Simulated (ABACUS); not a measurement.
Crystal: MgO.

```
Mg O
1.0
     0.00000    2.09700    2.09700
     2.09700    0.00000    2.09700
     2.09700    2.09700    0.00000
Mg O
1 1
Cartesian
  0.0000 0.0000 0.0000
  2.0970 2.0970 2.0970
```

The cell is a database's computed one.

Program: ABACUS 3.10.1. Alike in all runs: task single point; no spin polarisation; cell as given; smearing fermi-dirac 0.05 eV.

Order these runs on this cell by their pressure, lowest first.
A. level SCAN; potentials or basis SG15 ONCV 1.2 PBE, plane waves; k mesh 7 × 7 × 7; cutoff (eV) 1320
B. level LDA-PW92; potentials or basis GBRV ultrasoft 1.5 LDA, plane waves; k mesh 9 × 9 × 9; cutoff (eV) 544
C. level HCTH407; potentials or basis GBRV ultrasoft 1.5 PBE, plane waves; k mesh 9 × 9 × 9; cutoff (eV) 544

B (-3.7 GPa), A (1.0 GPa), C (10.0 GPa).

Caveats: the potentials were made for another functional, which shifts forces and pressure (some runs).

Runs at the PBE level aren't shown here.
